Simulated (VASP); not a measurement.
The system is Zr.

```xyz
2
Lattice="3.2320 0.0000 0.0000 -1.6160 2.7990 0.0000 0.0000 0.0000 5.1470" Properties=species:S:1:pos:R:3 pbc="T T T"
Zr    1.6160    0.9330    3.8603
Zr    0.0000    1.8660    1.2868
```

| Item | Value |
| --- | --- |
| Program | VASP 6.6.1 |
| Task | relaxation of cell and atoms |
| Functional | PBEsol |
| Dispersion | D4 |
| Potentials or basis | VASP PAW PBE potentials, release 64 (Zr_sv) |
| Cutoff | 600 eV |
| k mesh | 7 × 7 × 4 |
| Occupations | methfessel-paxton, width 0.2 eV |
| Spin | spin-orbit coupling, no magnetisation |

At the start: pressure -4.0 GPa; volume 23.28 Å³/atom.

Where does the relaxation end?

Over 3 steps the energy falls by 12.9 meV/atom and the volume is 22.30 Å³/atom (-4.2 %); space group P6_3/mmc (No. 194, to 0.05 Å).

The path:
```csv
step,energy change (eV),largest force (eV/Å),pressure (GPa),volume (Å³)
1,0.0000,0.0000,-4.04,46.56
2,0.0004,0.0000,4.62,42.71
3,-0.0257,0.0000,-0.03,44.60
```

Final structure:
```yaml
crystal:
  lattice:
    - [3.18664, 0.00000, 0.00000]
    - [-1.59332, 2.75971, 0.00000]
    - [0.00000, 0.00000, 5.07147]
  atoms:
    - { symbol: Zr, position: [0.66667, 0.33333, 0.75000] }
    - { symbol: Zr, position: [0.33333, 0.66667, 0.25000] }
```

Caveat: the PAW data sets were made with another functional, which shifts forces and pressure a little.
